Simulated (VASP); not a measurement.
# Al₁₁Au₆: nudged elastic band

Al₁₁Au₆, defect, 17 atoms in the cell. PBE, nudged elastic band; PAW potentials Au, Al (PBE set).

Path: a Al atom hops into a neighbouring Al vacancy; Moving images: 1.

## Input

INCAR.step1:
```
SYSTEM = Al11Au6
ALGO = Normal
EDIFF = 1E-6
EDIFFG = -0.02
ENCUT = 250
IBRION = 2
ISIF = 2
ISMEAR = 1
KPAR = 8
LASPH = .TRUE.
LCHARG = .FALSE.
LREAL = .FALSE.
LWAVE = .FALSE.
NELM = 100
NSW = 100
POTIM = 0.5
PREC = Normal
SIGMA = 0.1
```

INCAR.step3, as INCAR.step1 but for:
```
- EDIFFG = -0.02
- IBRION = 2
- ISIF = 2
- POTIM = 0.5
+ EDIFFG = -0.05
+ IBRION = 1
+ IMAGES = 1
+ POTIM = 0.3
+ SPRING = -5
```

KPOINTS:
```
k-points
0
Gamma
  6 6 6
```

00/POSCAR:
```
Al11Au6
1.0
    0.0000000000      3.0000000000      3.0000000000
    6.0000000000      0.0000000000      6.0000000000
    9.0000000000      9.0000000000      0.0000000000
Au Al
6 11
Direct
    0.0017634677      0.0008490106      0.9982583478
    0.0022262050      0.9980327313      0.3331607091
    0.9993638479      0.9974882785      0.6687652491
    0.9986242520      0.4998878719      0.0009919174
    0.9998766367      0.5016312228      0.3323280936
    0.9988905981      0.5010107691      0.6667324219
    0.7542145121      0.3726234348      0.5821080353
    0.7437452636      0.3735593415      0.9217969299
    0.7502322255      0.8791477376      0.2470800246
    0.7480452834      0.8804856101      0.5809794043
    0.7449114355      0.8720719353      0.9220110862
    0.2459617213      0.1271673184      0.0845806401
    0.2505808260      0.1310832832      0.4122239272
    0.2514820777      0.1246260926      0.7492612198
    0.2503783195      0.6193718582      0.0868332148
    0.2582375950      0.6197804374      0.4146546451
    0.2514657330      0.6261830666      0.7482341336
```

01/POSCAR:
```
Al11Au6
1.0
    0.0000000000      3.0000000000      3.0000000000
    6.0000000000      0.0000000000      6.0000000000
    9.0000000000      9.0000000000      0.0000000000
Au Al
6 11
Direct
    0.0157501632     -0.0077726486      0.9946423163
    0.0168896404      0.9748828350      0.3388033282
    1.0149939013      0.9912305920      0.6625274231
    1.0124073565      0.5104773250     -0.0152675324
    1.0135967109      0.4930346972      0.3288784521
    1.0145158248      0.4940472890      0.6609960311
    0.7666922303      0.3664201291      0.5779149502
    0.7622221212      0.3644586209      0.9154874810
    0.7655923565      0.8708633501      0.2423037134
    0.7617963357      0.8690425966      0.5794369956
    0.7554083596      0.8712370697      0.9155845138
    0.0150662698      0.2426613326      0.1617561335
    0.2669879176      0.1208189262      0.4080706554
    0.2628255004      0.1188165653      0.7456060129
    0.2636599901      0.6144238327      0.0812339492
    0.2740107518      0.6141184754      0.4079132168
    0.2675848472      0.6162390117      0.7441123598
```

02/POSCAR:
```
Al11Au6
1.0
    0.0000000000      3.0000000000      3.0000000000
    6.0000000000      0.0000000000      6.0000000000
    9.0000000000      9.0000000000      0.0000000000
Au Al
6 11
Direct
    0.0296252051     -0.0163905240      0.9911768793
    0.0307698085      0.9854464963      0.3225224634
    1.0305673576      0.9842450302      0.6567917415
    1.0270567003      0.4873682166     -0.0096166112
    1.0276472576      0.4844346753      0.3252787114
    1.0300515447      0.4878113859      0.6547580462
    0.7779978785      0.3606285466      0.5742490499
    0.7787774048      0.3541864436      0.9113574344
    0.7789994861      0.8659434741      0.2367046932
    0.7779267025      0.8590915998      0.5753211317
    0.7711380716      0.8656001492      0.9088411861
   -0.2165541075      0.3581421846      0.2389412819
    0.2856658537      0.1117246045      0.4017396946
    0.2752699775      0.1125919063      0.7414254108
    0.2792057302      0.6061082698      0.0764573333
    0.2845048545      0.6132618316      0.4014888759
    0.2813502741      0.6048057097      0.7425626775
```

POSCAR.step1:
```
Al11Au6
1.0
    0.0000000000      3.0000000000      3.0000000000
    6.0000000000      0.0000000000      6.0000000000
    9.0000000000      9.0000000000      0.0000000000
Au Al
6 11
Direct
    0.0000000000      0.0000000000      0.0000000000
    0.0000000000      0.0000000000      0.3333333333
    0.0000000000      0.0000000000      0.6666666667
    0.0000000000      0.5000000000      0.0000000000
    0.0000000000      0.5000000000      0.3333333333
    0.0000000000      0.5000000000      0.6666666667
    0.7500000000      0.3750000000      0.5833333333
    0.7500000000      0.3750000000      0.9166666667
    0.7500000000      0.8750000000      0.2500000000
    0.7500000000      0.8750000000      0.5833333333
    0.7500000000      0.8750000000      0.9166666667
    0.2500000000      0.1250000000      0.0833333333
    0.2500000000      0.1250000000      0.4166666667
    0.2500000000      0.1250000000      0.7500000000
    0.2500000000      0.6250000000      0.0833333333
    0.2500000000      0.6250000000      0.4166666667
    0.2500000000      0.6250000000      0.7500000000
```

POSCAR.step2:
```
Al11Au6
1.0
    0.0000000000      3.0000000000      3.0000000000
    6.0000000000      0.0000000000      6.0000000000
    9.0000000000      9.0000000000      0.0000000000
Au Al
6 11
Direct
    0.0000000000      0.0000000000      0.0000000000
    0.0000000000      0.0000000000      0.3333333333
    0.0000000000      0.0000000000      0.6666666667
    0.0000000000      0.5000000000      0.0000000000
    0.0000000000      0.5000000000      0.3333333333
    0.0000000000      0.5000000000      0.6666666667
    0.7500000000      0.3750000000      0.5833333333
    0.7500000000      0.3750000000      0.9166666667
    0.7500000000      0.8750000000      0.2500000000
    0.7500000000      0.8750000000      0.5833333333
    0.7500000000      0.8750000000      0.9166666667
   -0.2500000000      0.3750000000      0.2500000000
    0.2500000000      0.1250000000      0.4166666667
    0.2500000000      0.1250000000      0.7500000000
    0.2500000000      0.6250000000      0.0833333333
    0.2500000000      0.6250000000      0.4166666667
    0.2500000000      0.6250000000      0.7500000000
```

Commands (each step's output is kept before the next begins):
```
cat potpaw_PBE.64/Au/POTCAR potpaw_PBE.64/Al/POTCAR > POTCAR
cp INCAR.step1 INCAR
cp POSCAR.step1 POSCAR
mpirun -np 8 vasp_std > vasp.out
cp POSCAR.step2 POSCAR
mpirun -np 8 vasp_std > vasp.out
# 00 and 02 hold the relaxed ends; the images between are interpolated (pair-distance (IDPP))
cp INCAR.step3 INCAR
mpirun -np 8 vasp_std > vasp.out
```

## Result

- Barrier (eV): 0.879
- Barrier of the reverse step (eV): 0.879
- Energy of the second end over the first (eV): 0.000
- Top of the path (share of its length): 0.50
- Length of the path (Å): 3.48
- Steps of the band: 15
- Ionic steps, all stages: 29
- Electronic steps, all stages: 222

Energy along the relaxed band:

| Image | Distance along the path (Å) | Energy above the first end (eV) | Slope along the path (eV/Å) | Largest force across the path (eV/Å) |
|---|---|---|---|---|
| 0 | 0.000 | 0.000 | relaxed end |  |
| 1 | 1.740 | 0.879 | -0.000 | 0.049 |
| 2 | 3.479 | -0.000 | relaxed end |  |

The cell is AuAl2 (18 atoms) with one Al atom missing.

The two ends have the same energy within 0.01 eV.

Limits: the cell holds 17 atoms, so the vacancy or interstitial meets its own images and the barrier isn't that of a lone defect; the atom stays on the straight, symmetric line between the sites, so the barrier is an upper bound: a way around it wasn't tried; a single image in the middle can't show two humps with a dip between them, and says nothing of the springs.

VASP 6.6.1 took 836 s on 8 cores (Intel Xeon 6975P-C (Granite Rapids)), a shared host.
